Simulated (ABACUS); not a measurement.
Runs of ABACUS 3.10.1 on GaAs. Symmetry: F-43m, No. 216, cubic system. The conventional cell has a = 5.654 Å, b = 5.654 Å, c = 5.654 Å, α = 90.00°, β = 90.00°, γ = 90.00°. As (site symmetry -43m) is surrounded by 4 Ga at 2.45 Å. Around Ga (site symmetry -43m) lie 4 As at 2.45 Å. 

```tsv
task	level	potentials or basis	spin	k mesh	cutoff (eV)	SCF threshold on the density	eigensolver	mixing share	symmetry key	threshold of the eigensolver	mesh quality	gap on the mesh (eV)	pressure (GPa)
single point	BLYP	SG15 ONCV 1.2 PBE, plane waves	off	6 × 6 × 6	1143	1e-08	dav	0.7	1	-	not flagged	0.48	6.0
single point	HCTH407	Ansatz NC PBE, plane waves	off	6 × 6 × 6	1143	1e-08	dav	0.7	1	-	not flagged	(a)	5.8
single point	PBE	PseudoDojo NC FR 0.4 PBE standard, DZP LCAO (the cutoffs set its grid)	SOC, no magnetisation	5 × 5 × 5	1361	1e-07	genelpa	0.4	0	-	not flagged	0.58	(b)
single point	SCAN	SG15 ONCV 1.2 PBE, plane waves	off	5 × 5 × 5	1320	1e-08	dav	0.7	1	-	not flagged	0.44	-0.6
```

Alike in all rows: cell as given; smearing fermi-dirac 0.05 eV.

Task: Estimate the missing entries.

Result: (a) 0.79; (b) 4.7.

Caveats: the potentials were made for another functional, which shifts forces and pressure (some runs); the atomic orbitals were generated for these runs and aren't a published set (some runs); an odd mesh through Γ misses points on the zone boundary, where band edges often lie (some runs); the basis of atomic orbitals isn't converged, which shifts pressures, moduli and gaps (some runs).

A k mesh can miss the band edges, and rows without SOC leave out spin-orbit coupling on As, Ga.

The runs don't all hold the same shells in valence.
